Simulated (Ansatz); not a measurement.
A 3-atom cell of SnS2 started from a crystallographic database, relaxed with r2SCAN+rVV10: the symmetry is P-3m1 (No. 164, trigonal); conventional cell a = 3.661 Å, c = 5.962 Å, 23.06 Å³ an atom. Sn is surrounded by 6 S at 2.57 Å; S is surrounded by 3 Sn at 2.57 Å. One-shot G0W0@PBE in the plane-wave code Ansatz on a 6×6×2 mesh (contour deformation, no spin-orbit coupling), from a PBE gap of 1.523 eV over the mesh points (the G0W0 gap is indirect on the mesh); the number N of bands summed and the screening cutoff rise together. Spin-unpolarised throughout; all numbers are computed.

```csv
N,cutoff (eV),1000/N,G0W0 gap (eV)
125,80,8.000,2.353
273,140,3.663,2.368
```

**Lay a straight line in 1000/N through these rows.** The slope is -0.0035 eV per unit of 1000/N and the intercept 2.381 eV.

**Predict the gap at N = 491 (210 eV).** 2.381 + (-0.0035) × 2.037 = 2.374 eV; the run gives 2.374 eV, 0.000 eV from the line.

**With that run's result added, what limit do the last two rows suggest?** Their slope is (2.374 − 2.368)/(2.037 − 3.663) = -0.0037, which meets 1/N = 0 at 2.38 eV, against 2.381 eV from the first line. The two lines nearly agree; the k mesh isn't extrapolated.

No spin-orbit coupling is included; it can move band edges with weight on the heavy atoms by tenths of an eV.
